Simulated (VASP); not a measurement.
# PbSe (Clausthalite) (Fm-3m) in VASP: a series of runs

One crystal, PbSe (Clausthalite), is run at these levels: PBE0, PBE; tasks: single point.

Program: VASP 6.6.1. These are calculated values, not measurements. Logs are shortened: lines on timing, memory, paths and dates and some standing lists are left out, and cuts for length are marked.

**Experimental background.**

A printed reference work, monograph reports, for a bulk crystal of PbSe at 300 K: band gap 0.28 eV (direct).

The runs below are set against these values where they give the same quantity.

## Step 1: The structure

Symmetry: Fm-3m, No. 225, cubic system. The conventional cell has a = 6.121 Å, b = 6.121 Å, c = 6.121 Å, α = 90.00°, β = 90.00°, γ = 90.00°. Pb (site symmetry m-3m) has 6 Se at 3.06 Å as nearest neighbours. Around Se (site symmetry m-3m) lie 6 Pb at 3.06 Å.

## Step 2: Single point, PBE0, spin-orbit coupling, no magnetisation

POSCAR

```
PbSe
1.0
    0.0000000000      3.0606500000      3.0606500000
    3.0606500000      0.0000000000      3.0606500000
    3.0606500000      3.0606500000      0.0000000000
Pb Se
1 1
Direct
    0.0000000000      0.0000000000      0.0000000000
    0.5000000000      0.5000000000      0.5000000000
```

INCAR.step1

```
SYSTEM = PbSe
PREC = Accurate ; ENCUT = 520
EDIFF = 1E-5 ; ISMEAR = -1
SIGMA = 0.05 ; LREAL = .False.
LASPH = .True. ; NELM = 80
ALGO = Normal ; ISIF = 2
LWAVE = .True. ; LCHARG = .False.
MAGMOM = 0 0 0 0 0 0 ; LORBIT = 11
LSORBIT = .True. ; GGA_COMPAT = .False.
GGA = PE
```

INCAR.step2

```
SYSTEM = PbSe
PREC = Accurate ; ENCUT = 520
EDIFF = 1E-7 ; ISMEAR = -1
SIGMA = 0.05 ; LREAL = .False.
LASPH = .True. ; NELM = 80
ALGO = Normal ; ISIF = 2
LWAVE = .False. ; LCHARG = .False.
MAGMOM = 0 0 0 0 0 0 ; LORBIT = 11
LSORBIT = .True. ; GGA_COMPAT = .False.
GGA = PE ; LHFCALC = .True.
AEXX = 0.25 ; PRECFOCK = Fast
HFRCUT = -1 ; ISTART = 1
```

KPOINTS

```
Automatic mesh
0
Gamma
  4 4 4
  0 0 0
```

Potentials or basis: VASP PAW PBE potentials, release 64 (Pb_d, Se).

Launch:

```
$ cat potpaw_PBE.64/Pb_d/POTCAR potpaw_PBE.64/Se/POTCAR > POTCAR
$ cp INCAR.step1 INCAR
$ mpirun -np 1 vasp_ncl > vasp.out
$ cp INCAR.step2 INCAR
$ mpirun -np 1 vasp_ncl > vasp.out
```

OUTCAR:

```text
SYSTEM = PbSe
   PREC = Accurate
   ENCUT = 520
   EDIFF = 1E-7
   ISMEAR = -1
   LREAL = .False.
   LASPH = .True.
   NELM = 80
   ISIF = 2
   LORBIT = 11
   LSORBIT = .True.
   GGA = PE
   LHFCALC = .True.
   AEXX = 0.25
   PRECFOCK = Fast
   ISTART = 1

 ion  position               nearest neighbor table
   1  0.000  0.000  0.000-   2 3.06   2 3.06   2 3.06   2 3.06   2 3.06   2 3.06
   2  0.500  0.500  0.500-   1 3.06   1 3.06   1 3.06   1 3.06   1 3.06   1 3.06

  LATTYP: Found a face centered cubic cell.
 ALAT       =     6.1213000000

  Lattice vectors:

 A1 = (   0.0000000000,   3.0606500000,   3.0606500000)
 A2 = (   3.0606500000,   0.0000000000,   3.0606500000)
 A3 = (   3.0606500000,   3.0606500000,   0.0000000000)

Analysis of symmetry for initial positions (statically):
=====================================================================
 Subroutine PRICEL returns:
 Original cell was already a primitive cell.

 Routine SETGRP: Setting up the symmetry group for a
 face centered cubic supercell.

 Subroutine GETGRP returns: Found 48 space group operations
 (whereof 48 operations were pure point group operations)
 out of a pool of 48 trial point group operations.

The static configuration has the point symmetry O_h .

Analysis of symmetry for dynamics (positions and initial velocities):
=====================================================================
 Subroutine PRICEL returns:
 Original cell was already a primitive cell.

 Routine SETGRP: Setting up the symmetry group for a
 face centered cubic supercell.

 Subroutine GETGRP returns: Found 48 space group operations
 (whereof 48 operations were pure point group operations)
 out of a pool of 48 trial point group operations.

The dynamic configuration has the point symmetry O_h .

Analysis of structural, dynamic, and magnetic symmetry:
=====================================================================
 Subroutine PRICEL returns:
 Original cell was already a primitive cell.

 Routine SETGRP: Setting up the symmetry group for a
 face centered cubic supercell.

 Subroutine GETGRP returns: Found 48 space group operations
 (whereof 48 operations were pure point group operations)
 out of a pool of 48 trial point group operations.

The overall configuration has the point symmetry O_h .

 Subroutine INISYM returns: Found 48 space group operations
 (whereof 48 operations are pure point group operations),
 and found     1 'primitive' translations

----------------------------------------------------------------------------------------

                                     Primitive cell

  volume of cell :      57.3418

  direct lattice vectors                    reciprocal lattice vectors
     0.000000000  3.060650000  3.060650000    -0.163363991  0.163363991  0.163363991
     3.060650000  0.000000000  3.060650000     0.163363991 -0.163363991  0.163363991
     3.060650000  3.060650000  0.000000000     0.163363991  0.163363991 -0.163363991

  length of vectors
     4.328412740  4.328412740  4.328412740     0.282954733  0.282954733  0.282954733

  position of ions in fractional coordinates (direct lattice)
     0.000000000  0.000000000  0.000000000
     0.500000000  0.500000000  0.500000000

  ion indices of the primitive-cell ions
   primitive index   ion index
                 1           1
                 2           2

----------------------------------------------------------------------------------------

 KPOINTS: Automatic mesh

Automatic generation of k-mesh.
 Grid dimensions read from file:
 generate k-points for:    4    4    4

 Generating k-lattice:

  Cartesian coordinates                     Fractional coordinates (reciprocal lattice)
    -0.040840998  0.040840998  0.040840998     0.250000000  0.000000000  0.000000000
     0.040840998 -0.040840998  0.040840998     0.000000000  0.250000000  0.000000000
     0.040840998  0.040840998 -0.040840998     0.000000000  0.000000000  0.250000000

  Length of vectors
     0.070738683  0.070738683  0.070738683

  Shift w.r.t. Gamma in fractional coordinates (k-lattice)
     0.000000000  0.000000000  0.000000000

 Subroutine IBZKPT returns following result:
 ===========================================
[... 25 lines left out ...]
   ISPIN  =      1    spin polarized calculation?
   LNONCOLLINEAR =      T non collinear calculations
   LSORBIT =      T    spin-orbit coupling
   LASPH  =      T    aspherical Exc in radial PAW
   ENCUT  =  520.0 eV  38.22 Ry    6.18 a.u.   8.05  8.05  8.05*2*pi/ulx,y,z
   NELM   =     80;   NELMIN=  2; NELMDL=  0     # of ELM steps
   EDIFF  = 0.1E-06   stopping-criterion for ELM
   LREAL  =      F    real-space projection
   EDIFFG = 0.1E-05   stopping-criterion for IOM
   NSW    =      0    number of steps for IOM
   IBRION =     -1    ionic relax: 0-MD 1-quasi-New 2-CG
   NFREE  =      0    steps in history (QN), initial steepest desc. (CG)
   ISIF   =      2    stress and relaxation
   ISYM   =      3    0-nonsym 1-usesym 2-fastsym
   POTIM  = 0.5000    time-step for ionic-motion
   TEBEG  =    0.0;   TEEND  =   0.0 temperature during run
   PSTRESS=    0.0 pullay stress
   NELECT =      20.0000    total number of electrons
   NUPDOWN=      -1.0000    fix difference up-down
   EMIN   =  10.00;   EMAX   =-10.00  energy-range for DOS
   EFERMI =   0.00;   METHOD = LEGACY
   ISMEAR =    -1;   SIGMA  =   0.05  broadening in eV -4-tet -1-fermi 0-gaus
   EFERMI_NEDOS =   21; number of points for ismear=-14 and -15
   IALGO  =     38    algorithm
   IMIX   =      1    mixing-type and parameters
     AMIX     =   0.40;   BMIX     =  1.00
     AMIX_MAG =   1.60;   BMIX_MAG =  1.00
  volume/ion in A,a.u.               =      28.67       193.48
  Fermi-wavevector in a.u.,A,eV,Ry     =   1.152377  2.177676 18.068159  1.327972
  Thomas-Fermi vector in A             =   2.289028
   LORBIT       =     11    0 simple, 1 ext, 2 COOP (PROOUT), +10 PAW based schemes
   GGA     = PE    functional components
   LHFCALC =     T    Hartree Fock is set to
   PRECFOCK=fast      Normal, Fast or Accurate (Low or Medium for compatibility)
   ENCUT4O =  -1.0   cutoff for four orbital integrals eV
   NKREDX  =     1    reduce k-point grid by
   NKREDY  =     1    reduce k-point grid by
   NKREDZ  =     1    reduce k-point grid by
   AEXX    =    0.2500 exact exchange contribution
   HFSCREEN=    0.0000 screening length (either q_TF or 0.3 A-1)
   HFSCREENC=   0.0000 screening length for correlation (either q_TF or 0.3 A-1)
   ENCUTFOCK=  -1.0 apply spherical cutoff to Coloumb kernel
   IVDW    =     0    specifies the selected vdW correction
   LEPSILON=     F    determine dielectric tensor
   LRPA    =     F    only Hartree local field effects (RPA)
  energy-cutoff  :      520.00
  volume of cell :       57.34
 maximum number of plane-waves:      3144
  NGX = 18; NGY = 18; NGZ = 18

 number of electron      20.0000000 magnetization      -0.0000000     -0.0000000      0.0000000

 number of electron      20.0000000 magnetization      -0.0000000     -0.0000000     -0.0000000

 number of electron      20.0000000 magnetization       0.0000000      0.0000000     -0.0000000

 Free energy of the ion-electron system (eV)
  ---------------------------------------------------
  ext. energy  EPLUGINS =         0.00000000
  ---------------------------------------------------
  free energy    TOTEN  =       -11.07728086 eV

  energy without entropy =      -11.07726043  energy(sigma->0) =      -11.07727065

 E-fermi :   4.9389     XC(G=0):  -7.5424

 val. band max:        4.5044976448   @ k =   0.5000   0.0000   0.0000
 cond. band min:       5.3732488415   @ k =   0.5000   0.0000   0.0000
 fundamental gap:      0.8687511967
 Fermi energy:         4.9388732239

 k-point     1 :       0.0000    0.0000    0.0000
  band No.  band energies     occupation
      1     -15.8191      1.00000
      2     -15.8191      1.00000
      3     -15.8191      1.00000
      4     -15.8191      1.00000
      5     -13.1424      1.00000
      6     -13.1424      1.00000
[... 237 lines left out ...]
     27      13.3812      0.00000
     28      13.3812      0.00000

------------------------ aborting loop because EDIFF is reached ----------------------------------------

  FORCE on cell =-STRESS in cart. coord.  units (eV):
  Direction    XX          YY          ZZ          XY          YZ          ZX
  --------------------------------------------------------------------------------------
  -------------------------------------------------------------------------------------
  Total        0.3659055      0.3659055      0.3659055      0.0000000      0.0000000     -0.0000000
  in kB       10.2237090     10.2237090     10.2237090      0.0000000      0.0000000     -0.0000000
  external PRESSURE =      10.2237090 kB  Pullay stress =       0.0000000 kB

 VOLUME and BASIS-vectors are now :
 -----------------------------------------------------------------------------
  energy-cutoff  :      520.00
  volume of cell :       57.34
      direct lattice vectors                 reciprocal lattice vectors
     0.000000000  3.060650000  3.060650000    -0.163363991  0.163363991  0.163363991
     3.060650000  0.000000000  3.060650000     0.163363991 -0.163363991  0.163363991
     3.060650000  3.060650000  0.000000000     0.163363991  0.163363991 -0.163363991

 POSITION                                       TOTAL-FORCE (eV/Angst)
 -----------------------------------------------------------------------------------
      0.00000      0.00000      0.00000        -0.000000      0.000000      0.000000
      3.06065      3.06065      3.06065         0.000000     -0.000000     -0.000000
 -----------------------------------------------------------------------------------
    total drift:                               -0.000000     -0.000000     -0.000000

  FREE ENERGIE OF THE ION-ELECTRON SYSTEM (eV)
  ---------------------------------------------------
  free  energy   TOTEN  =       -11.0772808566 eV

  energy  without entropy=      -11.0772604339  energy(sigma->0) =      -11.07727065

 Spin-Orbit-Coupling matrix elements

 Ion:    1  E_soc:     -0.7208719
 l=   1
     0.0000000    -0.0551523    -0.0551523
    -0.0551523     0.0000000    -0.0551523
    -0.0551523    -0.0551523     0.0000000
 l=   2
     0.0000000    -0.0130334     0.0000000    -0.0130334    -0.0519596
    -0.0130334     0.0000000    -0.0389697    -0.0130334    -0.0129899
     0.0000000    -0.0389697     0.0000000    -0.0389697     0.0000000
    -0.0130334    -0.0130334    -0.0389697     0.0000000    -0.0129899
    -0.0519596    -0.0129899     0.0000000    -0.0129899     0.0000000
 l=   3
     0.0000000     0.0000000     0.0000000     0.0000000     0.0000000     0.0000000     0.0000000
     0.0000000     0.0000000     0.0000000     0.0000000     0.0000000     0.0000000     0.0000000
     0.0000000     0.0000000     0.0000000     0.0000000     0.0000000     0.0000000     0.0000000
     0.0000000     0.0000000     0.0000000     0.0000000     0.0000000     0.0000000     0.0000000
     0.0000000     0.0000000     0.0000000     0.0000000     0.0000000     0.0000000     0.0000000
     0.0000000     0.0000000     0.0000000     0.0000000     0.0000000     0.0000000     0.0000000
     0.0000000     0.0000000     0.0000000     0.0000000     0.0000000     0.0000000     0.0000000

 Ion:    2  E_soc:     -0.0424002
 l=   1
     0.0000000    -0.0070745    -0.0070745
    -0.0070745     0.0000000    -0.0070745
    -0.0070745    -0.0070745     0.0000000
 l=   2
     0.0000000    -0.0000010     0.0000000    -0.0000010     0.0000089
    -0.0000010     0.0000000     0.0000067    -0.0000010     0.0000022
     0.0000000     0.0000067     0.0000000     0.0000067     0.0000000
    -0.0000010    -0.0000010     0.0000067     0.0000000     0.0000022
     0.0000089     0.0000022     0.0000000     0.0000022     0.0000000
 l=   3
     0.0000000     0.0000000     0.0000000     0.0000000     0.0000000     0.0000000     0.0000000
     0.0000000     0.0000000     0.0000000     0.0000000     0.0000000     0.0000000     0.0000000
     0.0000000     0.0000000     0.0000000     0.0000000     0.0000000     0.0000000     0.0000000
     0.0000000     0.0000000     0.0000000     0.0000000     0.0000000     0.0000000     0.0000000
     0.0000000     0.0000000     0.0000000     0.0000000     0.0000000     0.0000000     0.0000000
     0.0000000     0.0000000     0.0000000     0.0000000     0.0000000     0.0000000     0.0000000
     0.0000000     0.0000000     0.0000000     0.0000000     0.0000000     0.0000000     0.0000000

 total charge

# of ion       s       p       d       tot
------------------------------------------
    1        1.513   0.504   9.849  11.865
    2        1.474   2.384   0.016   3.873
--------------------------------------------------
tot          2.987   2.888   9.864  15.738

 magnetization (x)

# of ion       s       p       d       tot
------------------------------------------
    1        0.000   0.000   0.000   0.000
    2        0.000   0.000   0.000   0.000
--------------------------------------------------
tot          0.000   0.000   0.000   0.000

 magnetization (y)

# of ion       s       p       d       tot
------------------------------------------
    1        0.000   0.000   0.000   0.000
    2        0.000  -0.000   0.000  -0.000
--------------------------------------------------
tot          0.000  -0.000   0.000  -0.000

 magnetization (z)

# of ion       s       p       d       tot
------------------------------------------
    1        0.000  -0.000   0.000   0.000
    2        0.000  -0.000   0.000  -0.000
--------------------------------------------------
tot          0.000  -0.000   0.000  -0.000
```

It took 25 min on 1 thread of Intel Xeon Platinum 8488C (Sapphire Rapids), shared host; peak memory 0.32 GiB.

What came out:

```
Free energy                                           : -11.0773 eV
Pressure                                              : 1.0 GPa
Valence electrons inside the program's atomic spheres : Pb 11.87; Se 3.87
```

Caveat: the k mesh is coarse (spacing up to 0.44 Å⁻¹), so the values aren't converged, least of all with exact exchange; the PAW data sets were made with another functional, which shifts forces and pressure a little.

(Continued in part 2 of 2.)
